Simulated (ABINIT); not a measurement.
An input for ABINIT 10.8.3 (NaCl (Fm-3m)):

```
acell 3*1.0 Angstrom
rprim 
  0.000000000000 2.810000000000 2.810000000000
  2.810000000000 0.000000000000 2.810000000000
  2.810000000000 2.810000000000 0.000000000000
ntypat 2
znucl 11 17
natom 2
typat 1 2
xred 
  0.000000000000 0.000000000000 0.000000000000
  0.500000000000 0.500000000000 0.500000000000
pp_dirpath "pseudos"
pseudos "Na.upf, Cl.upf"
ecut 38
ngkpt 4 4 4
nshiftk 1
shiftk 0 0 0
kptopt 1
chksymbreak 0
istwfk *1
occopt 1
irdwfk 1
optdriver 3
nband 80
ecuteps 6.5
inclvkb 2
awtr 1
symchi 1
indata_prefix "in"
outdata_prefix "out"
tmpdata_prefix "tmp"
```

The database entry behind the starting cell differs from later determinations by our own check (an axis about 0.4 % short against later determinations), so it need not match the best structure at ambient conditions.

```sh
OMP_NUM_THREADS=1 mpirun -n 4 abinit run.abi > log
```

Q: Estimate wall time and host memory on 4 MPI ranks of Arm Neoverse N1, shared host.

It took 60 s; on shared hardware allow 30 s to 2 min. Peak host memory was 0.74 GiB.

[Paths, hosts, dates, memory and timing lines, banners, echoed tables and standing remarks are left out of the program output.]

[Logs are printed without paths, hosts, clocks, repeated set-up lines and the standing remarks that a program may print on its own settings, such as how far it seeks lower states.]

[Runs of the session that timed out or met a known fault of the program may be left out.]

[Hosts, paths, dates, database ids (printed as entryN), source tags and the programs' standing remarks are cut or masked in the printed files.]

[G0W0 gaps are taken among the corrected bands and points alone; a level outside them can change the order at an edge.]

[Where Ansatz stands beside ABINIT at settings called matched, ABINIT's density can come from a denser mesh and the files from another edition; pairs whose starting gaps differed by over 0.03 eV were left out, so agreement reads better than it is.]
